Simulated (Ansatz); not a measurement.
Take a crystal in which Al has been replaced by B on all its sites, with the cell rescaled by a rough guess (in some cases also distorted within its space group) and nothing relaxed:

```cif
data_structure
_symmetry_space_group_name_H-M 'P 1'
_symmetry_Int_Tables_number 1
_cell_length_a 3.6323
_cell_length_b 3.6323
_cell_length_c 3.6323
_cell_angle_alpha 60.000
_cell_angle_beta 60.000
_cell_angle_gamma 60.000
_cell_volume 33.89
loop_
_atom_site_label
_atom_site_type_symbol
_atom_site_fract_x
_atom_site_fract_y
_atom_site_fract_z
_atom_site_occupancy
B1 B 0.00000 0.00000 0.00000 1
P1 P 0.75000 0.75000 0.75000 1
```

All numbers below come from DFT PBE, scalar-relativistic, plane waves, PAW (Ansatz).

Cutoff 420 eV; k points 10×10×10 on the computed 2-atom cell (Γ-centred); Gaussian smearing, width 0.02 eV; no spin polarisation.

Task: What pressure does the cell carry?

Result: The pressure is -28.4 GPa (positive in compression), so the cell would contract.

Task: Is it a metal on this mesh?

Result: No: the gap is 1.64 eV, the least direct gap 2.49 eV.

Task: What is its energy against the elements in their standard states?

Result: +0.197 eV/atom at this unrelaxed geometry, with the elements in the same functional.